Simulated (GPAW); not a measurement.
Wanted: an ASE script for a GPAW 26.7.0 run.

```yaml
Task: equation of state
Functional: RPBE
Potentials_or_basis: the program's PAW data sets (release 1.2.1) made for this functional
Cutoff: 600 eV
Basis: pw
k_mesh: 6 × 6 × 6
Occupations: fermi-dirac, width 0.05 eV
Spin: no spin polarisation
Maxiter: 150
Eos_scales: "[0.94, 0.96, 0.98, 1.0, 1.02, 1.04, 1.06]"
```

The structure of Sn lies in Sn.cif:

```cif
data_Sn
_cell_length_a 6.46668560
_cell_length_b 6.46668560
_cell_length_c 6.46668560
_cell_angle_alpha 90.00000000
_cell_angle_beta 90.00000000
_cell_angle_gamma 90.00000000
_space_group_name_H-M_alt 'Fd-3m'
_space_group_name_Hall 'F 4d 2 3 -1d'
_space_group_IT_number 227
loop_
_space_group_symop_operation_xyz
'x,y,z'
'-y+1/4,x+1/4,z+1/4'
'-x,-y+1/2,z+1/2'
'y+3/4,-x+1/4,z+3/4'
'x,-y,-z'
'-y+1/4,-x+3/4,-z+3/4'
'-x,y+1/2,-z+1/2'
'y+3/4,x+3/4,-z+1/4'
'z,x,y'
'z+1/4,-y+1/4,x+1/4'
'z+1/2,-x,-y+1/2'
'z+3/4,y+3/4,-x+1/4'
'-z,x,-y'
'-z+3/4,-y+1/4,-x+3/4'
'-z+1/2,-x,y+1/2'
'-z+1/4,y+3/4,x+3/4'
'y,z,x'
'x+1/4,z+1/4,-y+1/4'
'-y+1/2,z+1/2,-x'
'-x+1/4,z+3/4,y+3/4'
'-y,-z,x'
'-x+3/4,-z+3/4,-y+1/4'
'y+1/2,-z+1/2,-x'
'x+3/4,-z+1/4,y+3/4'
'-x+1/4,-y+1/4,-z+1/4'
'y,-x,-z'
'x+1/4,y+3/4,-z+3/4'
'-y+1/2,x,-z+1/2'
'-x+1/4,y+1/4,z+1/4'
'y,x+1/2,z+1/2'
'x+1/4,-y+3/4,z+3/4'
'-y+1/2,-x+1/2,z'
'-z+1/4,-x+1/4,-y+1/4'
'-z,y,-x'
'-z+3/4,x+1/4,y+3/4'
'-z+1/2,-y+1/2,x'
'z+1/4,-x+1/4,y+1/4'
'z+1/2,y,x+1/2'
'z+3/4,x+1/4,-y+3/4'
'z,-y+1/2,-x+1/2'
'-y+1/4,-z+1/4,-x+1/4'
'-x,-z,y'
'y+3/4,-z+3/4,x+1/4'
'x,-z+1/2,-y+1/2'
'y+1/4,z+1/4,-x+1/4'
'x+1/2,z+1/2,y'
'-y+3/4,z+3/4,x+1/4'
'-x+1/2,z,-y+1/2'
'x,y+1/2,z+1/2'
'-y+1/4,x+3/4,z+3/4'
'-x,-y,z'
'y+3/4,-x+3/4,z+1/4'
'x,-y+1/2,-z+1/2'
'-y+1/4,-x+1/4,-z+1/4'
'-x,y,-z'
'y+3/4,x+1/4,-z+3/4'
'z,x+1/2,y+1/2'
'z+1/4,-y+3/4,x+3/4'
'z+1/2,-x+1/2,-y'
'z+3/4,y+1/4,-x+3/4'
'-z,x+1/2,-y+1/2'
'-z+3/4,-y+3/4,-x+1/4'
'-z+1/2,-x+1/2,y'
'-z+1/4,y+1/4,x+1/4'
'y,z+1/2,x+1/2'
'x+1/4,z+3/4,-y+3/4'
'-y+1/2,z,-x+1/2'
'-x+1/4,z+1/4,y+1/4'
'-y,-z+1/2,x+1/2'
'-x+3/4,-z+1/4,-y+3/4'
'y+1/2,-z,-x+1/2'
'x+3/4,-z+3/4,y+1/4'
'-x+1/4,-y+3/4,-z+3/4'
'y,-x+1/2,-z+1/2'
'x+1/4,y+1/4,-z+1/4'
'-y+1/2,x+1/2,-z'
'-x+1/4,y+3/4,z+3/4'
'y,x,z'
'x+1/4,-y+1/4,z+1/4'
'-y+1/2,-x,z+1/2'
'-z+1/4,-x+3/4,-y+3/4'
'-z,y+1/2,-x+1/2'
'-z+3/4,x+3/4,y+1/4'
'-z+1/2,-y,x+1/2'
'z+1/4,-x+3/4,y+3/4'
'z+1/2,y+1/2,x'
'z+3/4,x+3/4,-y+1/4'
'z,-y,-x'
'-y+1/4,-z+3/4,-x+3/4'
'-x,-z+1/2,y+1/2'
'y+3/4,-z+1/4,x+3/4'
'x,-z,-y'
'y+1/4,z+3/4,-x+3/4'
'x+1/2,z,y+1/2'
'-y+3/4,z+1/4,x+3/4'
'-x+1/2,z+1/2,-y'
'x+1/2,y,z+1/2'
'-y+3/4,x+1/4,z+3/4'
'-x+1/2,-y+1/2,z'
'y+1/4,-x+1/4,z+1/4'
'x+1/2,-y,-z+1/2'
'-y+3/4,-x+3/4,-z+1/4'
'-x+1/2,y+1/2,-z'
'y+1/4,x+3/4,-z+3/4'
'z+1/2,x,y+1/2'
'z+3/4,-y+1/4,x+3/4'
'z,-x,-y'
'z+1/4,y+3/4,-x+3/4'
'-z+1/2,x,-y+1/2'
'-z+1/4,-y+1/4,-x+1/4'
'-z,-x,y'
'-z+3/4,y+3/4,x+1/4'
'y+1/2,z,x+1/2'
'x+3/4,z+1/4,-y+3/4'
'-y,z+1/2,-x+1/2'
'-x+3/4,z+3/4,y+1/4'
'-y+1/2,-z,x+1/2'
'-x+1/4,-z+3/4,-y+3/4'
'y,-z+1/2,-x+1/2'
'x+1/4,-z+1/4,y+1/4'
'-x+3/4,-y+1/4,-z+3/4'
'y+1/2,-x,-z+1/2'
'x+3/4,y+3/4,-z+1/4'
'-y,x,-z'
'-x+3/4,y+1/4,z+3/4'
'y+1/2,x+1/2,z'
'x+3/4,-y+3/4,z+1/4'
'-y,-x+1/2,z+1/2'
'-z+3/4,-x+1/4,-y+3/4'
'-z+1/2,y,-x+1/2'
'-z+1/4,x+1/4,y+1/4'
'-z,-y+1/2,x+1/2'
'z+3/4,-x+1/4,y+3/4'
'z,y,x'
'z+1/4,x+1/4,-y+1/4'
'z+1/2,-y+1/2,-x'
'-y+3/4,-z+1/4,-x+3/4'
'-x+1/2,-z,y+1/2'
'y+1/4,-z+3/4,x+3/4'
'x+1/2,-z+1/2,-y'
'y+3/4,z+1/4,-x+3/4'
'x,z+1/2,y+1/2'
'-y+1/4,z+3/4,x+3/4'
'-x,z,-y'
'x+1/2,y+1/2,z'
'-y+3/4,x+3/4,z+1/4'
'-x+1/2,-y,z+1/2'
'y+1/4,-x+3/4,z+3/4'
'x+1/2,-y+1/2,-z'
'-y+3/4,-x+1/4,-z+3/4'
'-x+1/2,y,-z+1/2'
'y+1/4,x+1/4,-z+1/4'
'z+1/2,x+1/2,y'
'z+3/4,-y+3/4,x+1/4'
'z,-x+1/2,-y+1/2'
'z+1/4,y+1/4,-x+1/4'
'-z+1/2,x+1/2,-y'
'-z+1/4,-y+3/4,-x+3/4'
'-z,-x+1/2,y+1/2'
'-z+3/4,y+1/4,x+3/4'
'y+1/2,z+1/2,x'
'x+3/4,z+3/4,-y+1/4'
'-y,z,-x'
'-x+3/4,z+1/4,y+3/4'
'-y+1/2,-z+1/2,x'
'-x+1/4,-z+1/4,-y+1/4'
'y,-z,-x'
'x+1/4,-z+3/4,y+3/4'
'-x+3/4,-y+3/4,-z+1/4'
'y+1/2,-x+1/2,-z'
'x+3/4,y+1/4,-z+3/4'
'-y,x+1/2,-z+1/2'
'-x+3/4,y+3/4,z+1/4'
'y+1/2,x,z+1/2'
'x+3/4,-y+1/4,z+3/4'
'-y,-x,z'
'-z+3/4,-x+3/4,-y+1/4'
'-z+1/2,y+1/2,-x'
'-z+1/4,x+3/4,y+3/4'
'-z,-y,x'
'z+3/4,-x+3/4,y+1/4'
'z,y+1/2,x+1/2'
'z+1/4,x+3/4,-y+3/4'
'z+1/2,-y,-x+1/2'
'-y+3/4,-z+3/4,-x+1/4'
'-x+1/2,-z+1/2,y'
'y+1/4,-z+1/4,x+1/4'
'x+1/2,-z,-y+1/2'
'y+3/4,z+3/4,-x+1/4'
'x,z,y'
'-y+1/4,z+1/4,x+1/4'
'-x,z+1/2,-y+1/2'
loop_
_atom_site_label
_atom_site_type_symbol
_atom_site_symmetry_multiplicity
_atom_site_Wyckoff_symbol
_atom_site_fract_x
_atom_site_fract_y
_atom_site_fract_z
_atom_site_occupancy
Sn1 Sn 8 a 0.2500000000 0.2500000000 0.2500000000 1
```

This isn't the form of Sn at room conditions, which is tetragonal (white tin).

The input as run:

run.py

```python
import spglib
from ase import Atoms
from ase.eos import EquationOfState
from ase.io import Trajectory, read
from ase.units import GPa
from gpaw import GPAW, PW

atoms = read('Sn.cif')
cell, positions, numbers = spglib.find_primitive(
    (atoms.cell[:], atoms.get_scaled_positions(), atoms.numbers), symprec=1e-4)
atoms = Atoms(numbers, cell=cell, scaled_positions=positions, pbc=True)

traj = Trajectory('eos.traj', 'w')
volumes, energies = [], []
for x in [0.94, 0.96, 0.98, 1.0, 1.02, 1.04, 1.06]:
    a = atoms.copy()
    a.set_cell(atoms.cell * x**(1 / 3), scale_atoms=True)
    calc = GPAW(mode=PW(600),
                xc='RPBE',
                kpts={'size': (6, 6, 6), 'gamma': True},
                occupations={'name': 'fermi-dirac', 'width': 0.05},
                nbands=24,
                convergence={'density': 1e-05, 'energy': 1e-05},
                maxiter=150,
                txt=f'eos-{x:.2f}.txt')
    a.calc = calc
    energies.append(a.get_potential_energy(force_consistent=True))
    volumes.append(a.get_volume())
    p = -a.get_stress()[:3].mean() / GPa
    calc.write(f'eos-{x:.2f}.gpw')
    traj.write(a)
    print(f'{x:.2f} {volumes[-1]:10.4f} A^3 {energies[-1]:14.6f} eV {p:9.3f} GPa', flush=True)

v0, e0, B = EquationOfState(volumes, energies, eos='birchmurnaghan').fit()
print(f'V0 = {v0:.4f} A^3, E0 = {e0:.6f} eV, B0 = {B / GPa:.2f} GPa')
```

Potentials or basis: the program's PAW data sets (release 1.2.1) made for this functional, pw.

Launch:

```console
$ OMP_NUM_THREADS=1 python run.py
```

It gave:

```yaml
Equilibrium_volume: "37.98 Å³/atom (rough: see the caveat)"
Bulk_modulus: 33 GPa (rough)
```

Caveat: the minimum lies outside the volumes run.

Wall time 94 s on 1 thread of Intel(R) Xeon(R) Platinum 8488C (Sapphire Rapids) (shared host), peak memory 0.27 GiB.
